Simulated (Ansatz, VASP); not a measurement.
# SnTe in VASP and in Ansatz

INCAR

```
ALGO = Normal ; EDIFF = 1E-6
ENCUT = 520 ; GGA = PE
ISIF = 2 ; ISMEAR = -1
LASPH = True ; LCHARG = False
LREAL = False ; LWAVE = False
NBANDS = 17 ; NELM = 100
PREC = Accurate ; SIGMA = 0.1
```

File KPOINTS:

```
k-points
0
Gamma
  13 13 13
```

File POSCAR:

```
SnTe
1.0
    0.0000000000      3.2040737685      3.2040737685
    3.2040737685      0.0000000000      3.2040737685
    3.2040737685      3.2040737685      0.0000000000
Sn Te
1 1
Direct
    0.0000000000      0.0000000000      0.0000000000
    0.5000000000      0.5000000000      0.5000000000
```

Input for Ansatz:

```yaml
crystal:
  lattice:
    - [0.0, 3.2040737685, 3.2040737685]
    - [3.2040737685, 0.0, 3.2040737685]
    - [3.2040737685, 3.2040737685, 0.0]
  atoms:
    - { symbol: Sn, position: [0.0, 0.0, 0.0] }
    - { symbol: Te, position: [0.5, 0.5, 0.5] }
kpoints:
  mp_grid: { grid: [13, 13, 13] }
scf:
  occupations: { method: fermi_dirac, width: 0.1 }
hamiltonian:
  xc: pbe
  pseudopotentials: { kind: all_electron, datasets: crystal }
output:
  forces: true
  stress: true
  eigenvalues: true
```

Change from the starting cell: volume scaled by 1, crystal datasets.

Alike in both runs: task single point; functional PBE; k mesh 13 × 13 × 13; occupations fermi-dirac, width 0.1 eV; no spin polarisation.

```csv
,VASP,Ansatz
version,VASP 6.6.1,Ansatz 0.2.0
potentials or method,"VASP PAW PBE potentials, release 64 (Sn_d, Te)","all-electron PAW with datasets made for the crystal, scalar-relativistic"
plane-wave cutoff (eV),520,see its input
```

|  | VASP | Ansatz | Ansatz less VASP |
| --- | --- | --- | --- |
| pressure (GPa) | 0.0 | 0.0 | +0.06 |

Ansatz ran all-electron here, so the differences hold the error of VASP's frozen core and of both bases.

Spin-orbit coupling is left out, which matters for the levels of Te.
